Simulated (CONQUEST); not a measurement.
## HgTe (Coloradoite) under changes of volume

One of the cells (33.215 Å³/atom); the others are scaled copies at fixed shape and fractional positions:

```
Hg Te
1.0
     4.54599    0.00000    0.00000
     0.00000    4.54599    0.00000
     0.00000    0.00000    6.42900
Hg Te
2 2
Direct
  0.00000 0.00000 0.00000
  0.50000 0.50000 0.50000
  0.00000 0.50000 0.25000
  0.50000 0.00000 0.75000
```

```yaml
Program: CONQUEST 1.3
Functional: PBE
Potentials_or_basis: PseudoDojo NC PBE, SZ, grid of 48 × 48 × 60 points
k_mesh: 6 × 6 × 4
Occupations: fermi-dirac, width 0.05 eV
Spin: no spin polarisation
```

```tsv
volume (Å³/atom)	energy over the lowest point (meV/atom)	pressure (GPa)
31.223	336.54	18.7
31.887	263.26	16.7
32.551	197.83	14.9
33.215	139.64	13.3
33.880	87.57	11.8
34.544	?	?
35.208	0.00	9.4
```

**Question.** What does the run at 34.544 Å³/atom give?

**Answer.** Energy over the lowest point 41.24 meV/atom; pressure 10.5 GPa.

Worked out: A Birch-Murnaghan fit of order 3 (a polynomial in V^(-2/3)) to the other rows has no minimum within the range. It gives 41.27 meV/atom at 34.544 Å³/atom, against the run's 41.24, and -dE/dV = 10.5 GPa, against 10.5.

Energies are extrapolated to zero smearing.

Caveats: the atomic basis is small; the basis of atomic orbitals isn't converged, which shifts pressures, moduli and gaps; the real-space grid breaks the cell's symmetry a little (some runs).
